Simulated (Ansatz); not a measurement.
# Ru: stress in a strained cell

Aim: deform Ru (equal xy, yz and zx engineering shear strains of -1 %) and compute stress, forces and field gradients with LAPW, PAW and all-electron datasets made for the crystal.

Computed with Ansatz 0.2.0 (DFT PBEsol, scalar-relativistic, unless a step's input says otherwise).

**1. The starting structure**

It takes space group P6_3/mmc (No. 194, hexagonal). Conventional cell: a = 2.706 Å, b = 2.706 Å, c = 4.282 Å, α = 90.00°, β = 90.00°, γ = 120.00°. Around Ru (site symmetry -6m2) lie 12 Ru at 2.65 to 2.71 Å.

Structure file:

```cif
data_structure
_symmetry_space_group_name_H-M 'P 1'
_symmetry_Int_Tables_number 1
_cell_length_a 2.7058
_cell_length_b 2.7058
_cell_length_c 4.2819
_cell_angle_alpha 90.000
_cell_angle_beta 90.000
_cell_angle_gamma 120.000
_cell_volume 27.15
loop_
_atom_site_label
_atom_site_type_symbol
_atom_site_fract_x
_atom_site_fract_y
_atom_site_fract_z
_atom_site_occupancy
Ru1 Ru 0.33333 0.66667 0.25000 1
Ru2 Ru 0.66667 0.33333 0.75000 1
```

Atoms are numbered in the order of the input: Ru1, Ru2.

**2. After the deformation**

Space group P6_3/mmc before, P-1 after.

**3. LAPW, all electrons**

File input.yaml:

```yaml
crystal:
  lattice:
    - [2.7057993342, -0.0135289967, -0.0135289967]
    - [-1.3646161219, 2.3500554593, -0.0049519565]
    - [-0.0214095, -0.0214095, 4.2819]
  atoms:
    - { symbol: Ru, position: [0.3333333333, 0.6666666667, 0.25] }
    - { symbol: Ru, position: [0.6666666667, 0.3333333333, 0.75] }
kpoints:
  mp_grid: { grid: [14, 14, 8] }
  band_path:
    path:
      - [0.0, 0.0, 0.0]
      - [0.0, 0.0, 0.5]
      - [-0.5, 0.5, 0.0]
      - [0.0, 0.0, 0.0]
      - [0.0, -0.5, 0.0]
      - [-0.5, 0.0, 0.5]
      - [0.0, 0.0, 0.0]
      - [-0.5, 0.0, 0.0]
      - [0.0, -0.5, 0.5]
    npoints: 5
scf:
  occupations: { method: fermi_dirac, width: 0.03 }
hamiltonian:
  xc: pbesol
  pseudopotentials: { kind: all_electron, lapw: { basis_error: 0.001 } }
output:
  forces: true
  stress: true
  eigenvalues: true
```

On the command line:

```console
> ansatz run input.yaml --threads 1 --pin off --max-ram 3072MiB --backend cpu --events-out ev --progress --plain --runs-dir out
```

**4. PAW on the default files**

File input.yaml:

```yaml
crystal:
  lattice:
    - [2.7057993342, -0.0135289967, -0.0135289967]
    - [-1.3646161219, 2.3500554593, -0.0049519565]
    - [-0.0214095, -0.0214095, 4.2819]
  atoms:
    - { symbol: Ru, position: [0.3333333333, 0.6666666667, 0.25] }
    - { symbol: Ru, position: [0.6666666667, 0.3333333333, 0.75] }
kpoints:
  mp_grid: { grid: [14, 14, 8] }
scf:
  occupations: { method: fermi_dirac, width: 0.03 }
hamiltonian:
  xc: pbesol
  pseudopotentials: { kind: paw }
output:
  forces: true
  stress: true
  eigenvalues: true
  efg: { contact_densities: true }
```

**5. All-electron PAW on datasets made for the crystal**

Changes to input.yaml since step 4:

```diff
@@ -14,3 +14,3 @@
   xc: pbesol
-  pseudopotentials: { kind: paw }
+  pseudopotentials: { kind: all_electron, datasets: crystal }
 output:
```

(Steps that only read results are left out.)

What does the calculation give? Wanted: pressure; largest shear or deviatoric stress.

The runs gave:

| quantity | value |
| --- | --- |
| pressure | LAPW -6.18, PAW -6.16, crystal datasets -6.18 GPa |
| largest shear or deviatoric stress (LAPW) | 1.98 GPa |

The largest part of the stress beyond the pressure is 1.98 GPa in size; the atoms are carried along and not relaxed. No run of the undeformed cell stands beside it, so the pressure holds what the given cell had before the change. PAW: stress within 0.04 GPa of LAPW, forces within 1 meV/Å. Crystal datasets: stress within 0.01 GPa of LAPW, forces within 1 meV/Å.
